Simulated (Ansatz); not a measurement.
InPd:

```xyz
2
Lattice="3.2719 0.0000 0.0000 0.0000 3.2719 0.0000 0.0000 0.0000 3.2719" Properties=species:S:1:pos:R:3 pbc="T T T"
In    0.0000    0.0000    0.0000
Pd    1.6359    1.6359    1.6359
```

The cell comes from a database or a generator and needn't be the stable form of this composition.

Base run:

- Program: Ansatz 0.2.0
- Functional: LDA
- Potentials or basis: Ansatz PAW
- Cutoff: 420 eV (not typed: the program's choice for these potentials)
- k mesh: 8 × 8 × 8
- Occupations: gaussian, width 0.02 eV
- Spin: no spin polarisation

Its results: band gap on the k mesh none (metal or under the smearing width); pressure -6.9 GPa.

Question: The run is repeated on the same cell with these changes: functional from LDA to PBE; occupations from gaussian, width 0.02 eV to gaussian, width 0.1 eV. What comes out?

Answer: Band gap on the k mesh none (metal or under the smearing width); pressure 3.6 GPa.

Caveats: the PAW data sets come from PBE, with cores solved anew for the run's functional, which leaves a small shift of forces and pressure (some runs).
